**A small force can be worth a gigapascal**

Force times distance is energy, and energy divided by a change of volume is a pressure. A leftover force of 0.3 eV/Å that acts over 0.07 Å while the cell grows by 2 Å³ therefore amounts to about 0.01 eV/Å³, or 1 to 2 GPa. That is comparable to the smallest pressures in this table. The WS₂ cells carry such forces because their atoms were relaxed with one functional, r²SCAN-rVV10, and the stresses were then computed with another, HSE06.

Ansatz 0.2.0, HSE06 with PAW and plane waves (cutoff 420 eV, 6×6×6 k mesh, no spin polarisation or spin–orbit coupling): bulk WS₂, space group R3m, in evenly scaled cells, with atoms fixed where r²SCAN-rVV10 relaxed them. c/a refers to the conventional hexagonal cell, z is normal to the layers, and pressure and stress are positive in compression.

```csv
volume (Å³/atom),c/a,shortest distance (Å),pressure (GPa),stress xx (GPa),stress zz (GPa)
16.692,5.8996,2.385,6.400,8.600,2.100
17.444,5.8997,2.397,2.000,2.700,0.600
18.114,5.8996,2.407,-1.200,-1.600,-0.300
18.942,5.8998,2.419,-4.400,-6.100,-1.000
20.376,5.8997,2.439,-8.500,-12.000,-1.600
20.731,5.8996,2.445,-9.400,-13.200,-1.600
20.904,5.8996,2.447,-9.700,-13.800,-1.700
```

**The symptom: pressure and energy disagree**

For an evenly scaled crystal whose atoms feel no force, the pressure equals minus the slope of energy against volume. Take the first two rows. The three-atom cell grows by 3 × (17.444 − 16.692) = 2.256 Å³ and its computed energy falls by 0.079 eV, which gives 5.6 GPa. The mean of the two printed pressures is only 4.2 GPa.

The energy slope lies above the mean pressure in every step, by 1.1 to 1.4 GPa. An offset so steady points to a systematic cause rather than to scatter.

**The cause: sulfur moves against the scaled cell**

The printed stress answers a narrow question: how does the energy change if the cell is strained and every atom is carried along in proportion? The real series does something else. As the cell grows, the W–S bonds are stretched sideways and the S–W–S layer becomes thinner, while proportional scaling would make it thicker. The sulfur atoms thus move inward relative to the scaled cell, and the forces on them do work that the pressure leaves out.

With F the force on each S atom, counted positive toward the W plane, and s the change of layer thickness beyond proportional scaling, the energy changes by

dE = −P dV + F s.

In the first step, scaling would take the thickness from 3.170 Å to 3.170 × 3.132/3.086 = 3.217 Å. Worked out from a and the W–S distance, it actually becomes 3.147 Å, so s = −0.070 Å. The same calculation gives forces of about 0.28 eV/Å on the S atoms, and the missing pressure is 0.28 × 0.070/2.256 = 0.0087 eV/Å³, or 1.4 GPa. This is the whole gap between 4.2 and 5.6 GPa.

The estimate has no adjustable constant, but the inward direction of the forces is inferred from this energy balance. Outward forces would double the disagreement instead of removing it. Applied to all six steps, as the printed output shows, the model misses the offset by at most 0.16 GPa. That miss falls in the widest step, where about 0.11 GPa of it comes from averaging two pressures on a curved line. A finite plane-wave basis can shift the pressure in the same direction, and with inward forces little room is left for it.

**Which equilibrium volume to believe**

The row at 18.114 Å³/atom shows what is at stake. Its pressure of −1.2 GPa says that the cell wants to shrink, while the energy curve places it almost at the minimum. The printed pressure vanishes near 17.9 Å³/atom, the energy slope near 18.2.

The energy is the safer guide. A small error in the atomic positions changes the pressure in proportion to the error, but the energy only by its square. A rough stiffness for sulfur suggests that relaxation with HSE06 would move each S atom by about 0.01 Å and gain a few meV per cell. Since the forces are similar in all rows, this gain should shift the energy curve almost as a whole and hardly move its minimum.

That minimum still belongs to cells of fixed shape. In the smallest cell the stress is 8.6 GPa within the layers and 2.1 GPa across them. Part of this difference comes from the leftover forces, as the next section shows; the rest arises because scaling loads the stiff W–S network more than the soft gap. In this cell a fluid pressing equally from all sides would squeeze the gap further. Near the energy minimum the imbalance is reversed: at 18.114 Å³/atom the sheets are under tension while, as shown below, the layers repel, so with a free cell shape HSE06 is expected to shorten a and open the gap. These pressures therefore shouldn't be used as a compression curve for the material, nor 18.2 as its equilibrium volume.

**A stress with a misleading sign**

The leftover forces also distort the stress zz, which acts across the layers. At 18.114 Å³/atom it is −0.3 GPa, as if the layers pulled each other together. But the strain behind this number also thickens each layer, against the inward forces on its sulfur atoms. If the layers are moved apart as rigid sheets instead, the pressure between them comes out at about +2.3 GPa: they repel.

With the same inward forces, the corrected pressure is positive in all rows and falls from 5.0 to 0.4 GPa as the S–S gap opens from 2.90 to 3.51 Å. This is how the repulsion between filled sulfur shells should fade with distance. Outward forces would instead leave a pull of 3.8 GPa at the widest gap, far more than expected from a functional without dispersion attraction, which supports the inward choice. HSE06 lacks the long-range dispersion attraction that would balance the repulsion between the layers, so a negative zz here is no sign of van der Waals binding. The stresses are only loosely converged in all rows, with an error of unknown size that also enters the offsets and the corrected pressures. The uneven steps in zz among the last three rows come from rounding; unrounded, the values run smoothly from −1.576 through −1.643 to −1.669 GPa.

**Two faults, two cures**

Relaxing the atoms with HSE06 at each volume would remove the unbalanced work and let pressure and energy slope be compared directly. It would not supply the missing attraction, which needs a dispersion term. In rock salt the first fault cannot occur, because symmetry fixes every atom's place in the cell; it needs atoms that are free to shift, as sulfur is here.

Numerical output:

```
Steps ending at each row (GPa):
     row  minus energy slope  mean printed pressure  offset  work of S forces  rounding bound of work
  17.444               5.603                    4.2   1.403             1.413                  0.0619
  18.114               1.793                    0.4   1.393             1.412                 0.07054
  18.942              -1.464                   -2.8   1.336             1.368                 0.05709
  20.376              -5.333                  -6.45   1.117             1.279                 0.03249
  20.731              -7.793                  -8.95   1.157             1.056                  0.1309
  20.904              -8.397                  -9.55   1.153             1.283                  0.2686
Layers (A and GPa):
     row      a  layer thickness  S-S gap along normal  interlayer pressure if forces inward  same if forces outward
  16.692  3.086             3.17                 2.899                                 4.961                 -0.7612
  17.444  3.132            3.147                 3.013                                 3.356                  -2.156
  18.114  3.172            3.124                 3.113                                 2.345                  -2.945
  18.942  3.219            3.096                 3.235                                 1.473                  -3.473
  20.376  3.299            3.047                  3.44                                0.5763                  -3.776
  20.731  3.318            3.039                 3.485                                0.5168                  -3.717
  20.904  3.327            3.032                  3.51                                0.3876                  -3.788
Curvature error of the mean pressure in the widest step, to be added to its offset (GPa): 0.1125
Mean offset over the steps (GPa): 1.26
Mean work term over the steps (GPa): 1.302
Largest miss between offset and work term (GPa): 0.1621
Volume where printed pressure is zero (A3/atom): 17.86
Volume where energy slope is zero (A3/atom): 18.19
Difference of these volumes (percent): 1.84
Energy error from first to last row if only pressure is integrated (eV per cell): 0.09937
Total change of stress xx (GPa): 22.4
Total change of stress zz (GPa): 3.8
Rough shift of each S on relaxation (A): 0.01327
Rough relaxation energy (eV per cell): 0.003701
```
